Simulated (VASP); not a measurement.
A run of VASP 6.6.1 is set up as follows.

INCAR

```
SYSTEM = KF
ALGO = Normal
EDIFF = 1E-7
EDIFFG = -0.02
ENCUT = 900
GGA = PE
IBRION = 2
ISIF = 3
ISMEAR = -1
LASPH = .TRUE.
LCHARG = .FALSE.
LREAL = .FALSE.
LWAVE = .FALSE.
NELM = 80
NSW = 60
PREC = Accurate
SIGMA = 0.05
```

The input KPOINTS:

```
k-points
0
G
  8 8 8
  0 0 0
```

File POSCAR:

```
KF
1.0
    0.0000000000      2.9763500000      2.9763500000
    2.9763500000      0.0000000000      2.9763500000
    2.9763500000      2.9763500000      0.0000000000
K F
1 1
Direct
    0.7500000000      0.7500000000      0.7500000000
    0.5000000000      0.5000000000      0.5000000000
```

Potentials or basis: VASP PAW PBE potentials, release 64 (K_sv_GW, F_GW).

Command:

```sh
$ cat potpaw_PBE.64/K_sv_GW/POTCAR potpaw_PBE.64/F_GW/POTCAR > POTCAR
$ mpirun -np 1 vasp_std > vasp.out
```

(1) Estimate the band gap on the k mesh.

Answers

(1) 5.06 eV, indirect (least direct gap 5.24 eV).

Caveat: the relaxation stopped at its first step, so nothing moved.
